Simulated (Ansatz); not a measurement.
Ge:

```
CELL_PARAMETERS angstrom
1.39715 -2.60052 0.00000
1.39715 2.60052 0.00000
0.00000 0.00000 2.69823
ATOMIC_POSITIONS crystal
Ge 0.50000 0.50000 0.00000
```

This isn't the form of Ge at room conditions, which is diamond.

Base run:

| Property | Result |
| --- | --- |
| Program | Ansatz 0.2.0 |
| Functional | PBE |
| Potentials or basis | all-electron LAPW, scalar-relativistic |
| Cutoff | 247 eV (chosen from the basis error) |
| Basis error allowed | 0.001 eV/atom |
| k mesh | 11 × 11 × 10 |
| Occupations | gaussian, width 0.05 eV |
| Spin | no spin polarisation |

Its results: band gap on the k mesh none (metal or under the smearing width); pressure -0.6 GPa.

Problem. The run is repeated on the same cell with these changes: functional from PBE to PBEsol; occupations from gaussian, width 0.05 eV to gaussian, width 0.02 eV. What comes out?

Solution. Band gap on the k mesh none (metal or under the smearing width); pressure -4.1 GPa.
